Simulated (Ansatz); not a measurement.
The system is BN.

```
N B
1.0
     2.55394    0.00000    0.00000
    -1.27697    2.21178    0.00000
     0.00000    0.00000    4.22685
N B
2 2
Cartesian
  0.0000 1.4745 0.5295
  1.2770 0.7373 2.6430
  0.0000 1.4745 2.1123
  1.2770 0.7373 4.2257
```

Measurements of this composition are mostly on another form, of space group No. 194.

Base run:

```yaml
Program: Ansatz 0.2.0
Functional: PBE
Potentials_or_basis: Ansatz PAW
Cutoff: "420 eV (not typed: the program's choice for these potentials)"
k_mesh: 12 × 12 × 6
Occupations: gaussian, width 0.029 eV
Spin: no spin polarisation
```

Its results: band gap on the k mesh 5.21 eV, indirect (least direct gap 8.24 eV).

The run is repeated on the same cell with these changes: functional from PBE to LDA; occupations from gaussian, width 0.029 eV to fixed. What comes out?

Band gap on the k mesh 4.99 eV, indirect (least direct gap 8.12 eV).

A k mesh can miss the band edges.
